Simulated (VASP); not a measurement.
# Co (P6_3/mmc) in VASP: notebook, part 2 of 2

VASP 6.6.1. The steps go on from the part before.

**3. Electrostatic potential, PBEsol, collinear spin, ferromagnetic start**

This run uses another cell than the first one, of 10.33 Å³/atom, 0.993 times its volume.

INCAR

```
  PREC = Accurate
  ENCUT = 520
  EDIFF = 1E-7
  ISMEAR = 1
  SIGMA = 0.1
  LREAL = F
  LASPH = T
  NELM = 120
  ALGO = Normal
  ISIF = 2
  LWAVE = F
  LCHARG = T
  ISPIN = 2
  MAGMOM = 1.8 1.8
  LORBIT = 11
  LMAXMIX = 4
  GGA = PS
  LVHAR = T
```

KPOINTS

```
regular mesh
0
Gamma
  20 20 10
```

POSCAR

```
Co                                      
1.0
    2.4545580355      0.0000000000      0.0000000000
   -1.2272790178      2.1257096105     -0.0000000000
    0.0000000000     -0.0000000000      3.9603211113
  Co            
     2
Direct
     0.3333333300000021    0.6666666699999979    0.2500000000000000
     0.6666666699999979    0.3333333300000021    0.7500000000000000
```

Potentials or basis: VASP PAW PBE potentials, release 64 (Co).

The run is started by

```
cat potpaw_PBE.64/Co/POTCAR > POTCAR
mpirun -np 1 vasp_std > vasp.out
```

OUTCAR:

```text
PREC = Accurate
   ENCUT = 520
   EDIFF = 1E-7
   ISMEAR = 1
   LREAL = F
   LASPH = T
   NELM = 120
   ISIF = 2
   ISPIN = 2
   LORBIT = 11
   GGA = PS

 ion  position               nearest neighbor table
   1  0.333  0.667  0.250-   2 2.44   2 2.44   2 2.44   2 2.44   2 2.44   2 2.44
   2  0.667  0.333  0.750-   1 2.44   1 2.44   1 2.44   1 2.44   1 2.44   1 2.44

  LATTYP: Found a hexagonal cell.
 ALAT       =     2.4545580355
 C/A-ratio  =     1.6134558866

  Lattice vectors:

 A1 = (   2.4545580355,   0.0000000000,   0.0000000000)
 A2 = (  -1.2272790178,   2.1257096105,   0.0000000000)
 A3 = (   0.0000000000,   0.0000000000,   3.9603211113)

Analysis of symmetry for initial positions (statically):
=====================================================================
 Subroutine PRICEL returns:
 Original cell was already a primitive cell.

 Routine SETGRP: Setting up the symmetry group for a
 hexagonal supercell.

 Subroutine GETGRP returns: Found 24 space group operations
 (whereof 12 operations were pure point group operations)
 out of a pool of 24 trial point group operations.

The static configuration has the point symmetry D_3d.
 The point group associated with its full space group is D_6h.

Analysis of symmetry for dynamics (positions and initial velocities):
=====================================================================
 Subroutine PRICEL returns:
 Original cell was already a primitive cell.

 Routine SETGRP: Setting up the symmetry group for a
 hexagonal supercell.

 Subroutine GETGRP returns: Found 24 space group operations
 (whereof 12 operations were pure point group operations)
 out of a pool of 24 trial point group operations.

The dynamic configuration has the point symmetry D_3d.
 The point group associated with its full space group is D_6h.

[... 181 lines left out ...]
      9       8.8545      1.00000
     10      10.0581      1.00000
     11      10.0581      1.00000
     12      10.6415      1.03506
     13      17.5951      0.00000
     14      33.0801      0.00000
[... 403 lines left out ...]
      4       7.2249      1.00000
      5       8.0547      1.00000
      6       8.2273      1.00000
      7       8.5516      1.00000
      8       9.2263      1.00000
      9       9.6100      1.00000
     10      10.0373      1.00000
     11      10.2210      1.00000
     12      16.9151      0.00000
     13      18.3306      0.00000
     14      21.9801      0.00000
     15      25.7117      0.00000

 [... further k-points ...]

 spin component 2

 k-point     1 :       0.0000    0.0000    0.0000
  band No.  band energies     occupation
      1       1.5827      1.00000
      2       6.3390      1.00000
      3       9.7113      1.00000
      4       9.7222      1.00000
      5       9.7222      1.00000
      6      10.1200      1.00000
      7      10.1200      1.00000
      8      10.5551      1.00493
      9      10.5551      1.00493
     10      10.6672      1.02712
     11      11.8741     -0.00000
     12      11.8741     -0.00000
     13      18.6147      0.00000
     14      32.9215      0.00000
[... 403 lines left out ...]
      4       8.4575      1.00000
      5       9.6072      1.00000
      6       9.7165      1.00000
      7      10.0860      1.00000
      8      10.9092     -0.03179
      9      11.3344     -0.00000
     10      11.7251     -0.00000
     11      12.0619     -0.00000
     12      17.6591      0.00000
     13      19.0419      0.00000
     14      22.5544      0.00000
     15      26.0982      0.00000

 [... further k-points ...]

------------------------ aborting loop because EDIFF is reached ----------------------------------------

  FORCE on cell =-STRESS in cart. coord.  units (eV):
  Direction    XX          YY          ZZ          XY          YZ          ZX
  --------------------------------------------------------------------------------------
  -------------------------------------------------------------------------------------
  Total        0.0169987      0.0169987      0.0053520     -0.0000000      0.0000000      0.0000000
  in kB        1.3180112      1.3180112      0.4149735     -0.0000000      0.0000000      0.0000000
  external PRESSURE =       1.0169986 kB  Pullay stress =       0.0000000 kB

 VOLUME and BASIS-vectors are now :
 -----------------------------------------------------------------------------
  energy-cutoff  :      520.00
  volume of cell :       20.66
      direct lattice vectors                 reciprocal lattice vectors
     2.454558035  0.000000000  0.000000000     0.407405319  0.235215571  0.000000000
    -1.227279018  2.125709610  0.000000000     0.000000000  0.470431142  0.000000000
     0.000000000  0.000000000  3.960321111     0.000000000  0.000000000  0.252504777

 POSITION                                       TOTAL-FORCE (eV/Angst)
 -----------------------------------------------------------------------------------
     -0.00000      1.41714      0.99008         0.000000     -0.000000      0.000000
      1.22728      0.70857      2.97024        -0.000000      0.000000      0.000000
 -----------------------------------------------------------------------------------
    total drift:                                0.000000     -0.000000     -0.000000

  FREE ENERGIE OF THE ION-ELECTRON SYSTEM (eV)
  ---------------------------------------------------
  free  energy   TOTEN  =       -15.4740132001 eV

  energy  without entropy=      -15.4737807288  energy(sigma->0) =      -15.47393571

 total charge

# of ion       s       p       d       tot
------------------------------------------
    1        0.510   0.568   7.293   8.372
    2        0.510   0.568   7.293   8.372
--------------------------------------------------
tot          1.020   1.137  14.586  16.743

 magnetization (x)

# of ion       s       p       d       tot
------------------------------------------
    1       -0.015  -0.052   1.645   1.578
    2       -0.015  -0.052   1.645   1.578
--------------------------------------------------
tot         -0.030  -0.103   3.290   3.157
```

stdout:

```text
POSCAR found type information on POSCAR Co
 POSCAR found :  1 types and       2 ions
 scaLAPACK will be used
 -----------------------------------------------------------------------------
|                                                                             |
|                                                                             |
|     You enforced a specific xc type in the INCAR file but a different       |
|     I HOPE YOU KNOW WHAT YOU ARE DOING!                                     |
|                                                                             |
 -----------------------------------------------------------------------------

 LDA part: xc-table for (Slater+PW92), standard interpolation
 POSCAR, INCAR and KPOINTS ok, starting setup
 FFT: planning ... GRIDC
 FFT: planning ... GRID_SOFT
 FFT: planning ... GRID
 WAVECAR not read
 entering main loop
```

It took 96 s on 1 thread of AMD EPYC 9R45 (Zen 5), shared host; peak memory 0.19 GiB.

What came out:

| Quantity | Value |
| --- | --- |
| Free energy | -15.4740 eV |
| Pressure | 0.1 GPa |
| Band gap on the k mesh | none (metal or under the smearing width) |
| Net moment | 3.14 μB per cell |
| Site moments | Co +1.58 μB |
| Valence electrons inside the program's atomic spheres | Co 8.37 |

Levels at points of the mesh, in eV from the Fermi level:
Spin up:
| k point | band 9 | band 10 | band 11 | band 12 | band 13 | band 14 |
| --- | --- | --- | --- | --- | --- | --- |
| (0.00, 0.00, 0.00) | -1.91 | -0.71 | -0.71 | -0.13 | 6.83 | 22.31 |
| (0.50, 0.00, 0.00) | -0.46 | -0.41 | 1.44 | 3.56 | 10.06 | 10.77 |
| (0.00, 0.00, 0.50) | -1.05 | -1.05 | -1.05 | -1.05 | 15.62 | 15.62 |
| (0.50, 0.00, 0.50) | -0.47 | -0.47 | 1.65 | 1.65 | 7.70 | 7.70 |
Spin down:
```
           k point  band 4  band 5  band 6  band 7  band 8  band 9  band 10  band 11
(0.00, 0.00, 0.00)   -1.05   -1.05   -0.65   -0.65   -0.21   -0.21    -0.10     1.10
(0.50, 0.00, 0.00)   -1.94   -1.23   -1.11   -0.66    1.25    1.39     1.43     2.69
(0.00, 0.00, 0.50)   -1.64   -1.12   -1.12   -1.12   -1.12    0.74     0.74     0.74
(0.50, 0.00, 0.50)   -2.54   -0.09   -0.09    0.26    0.26    1.36     1.36     2.33
```

Caveat: the PAW data sets were made with another functional, which shifts forces and pressure a little.
